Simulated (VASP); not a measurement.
Write the native input for VASP 6.6.1 that does the following.

```yaml
Task: single point
Functional: r2SCAN
Potentials_or_basis: VASP PAW PBE potentials, release 64 (In_d, As)
Cutoff: 520 eV
k_mesh: 12 × 12 × 12
Occupations: gaussian, width 0.1 eV
Spin: no spin polarisation
Dipole_correction: no
Further_INCAR_settings: ALGO = Normal; EDIFF = 1e-06; NBANDS = 16
```

Crystal: InAs.

```
CELL_PARAMETERS angstrom
2.00945 1.16016 3.28120
-2.00945 1.16016 3.28120
0.00000 -2.32031 3.28120
ATOMIC_POSITIONS crystal
In 0.50000 0.50000 0.50000
As 0.00000 0.00000 0.00000
```

Measurements of this composition are mostly on another form, of space group No. 216.

The cell isn't the ideal one: Sb -> In on all its sites, cell and atoms relaxed.

The input as run:

POSCAR

```
InAs
1.0
    2.0094478521      1.1601552583      3.2812002778
   -2.0094478521      1.1601552583      3.2812002778
    0.0000000000     -2.3203105167      3.2812002778
In As
1 1
Direct
    0.5000000000      0.5000000000      0.5000000000
    0.0000000000      0.0000000000      0.0000000000
```

INCAR.step1

```
PREC = Accurate ; ENCUT = 520
ISMEAR = 0 ; SIGMA = 0.1
LREAL = F ; LASPH = T
NELM = 100 ; NBANDS = 16
GGA = PE ; ALGO = Normal
EDIFF = 1E-4 ; LWAVE = T
LCHARG = F
```

INCAR.step2

```
PREC = Accurate ; ENCUT = 520
EDIFF = 1E-6 ; ISMEAR = 0
SIGMA = 0.1 ; LREAL = F
LASPH = T ; NELM = 100
ALGO = Normal ; ISIF = 2
LWAVE = F ; LCHARG = F
METAGGA = R2SCAN ; LMIXTAU = T
NBANDS = 16 ; ISTART = 1
```

KPOINTS

```
regular mesh
0
Gamma
  12 12 12
```

Potentials or basis: VASP PAW PBE potentials, release 64 (In_d, As).

Run with:

```bash
$ cat potpaw_PBE.64/In_d/POTCAR potpaw_PBE.64/As/POTCAR > POTCAR
$ cp INCAR.step1 INCAR
$ mpirun -np 1 vasp_std > vasp.out
$ cp INCAR.step2 INCAR
$ mpirun -np 1 vasp_std > vasp.out
```

It gave:

| Property | Result |
| --- | --- |
| Pressure | 0.0 GPa |
| Band gap on the k mesh | none (metal or under the smearing width) |

Caveat: the PAW data sets were made with another functional, which shifts forces and pressure a little.

Wall time 4.1 min on 1 thread of Intel(R) Xeon(R) 6975P-C (Granite Rapids) (shared host), peak memory 0.28 GiB.
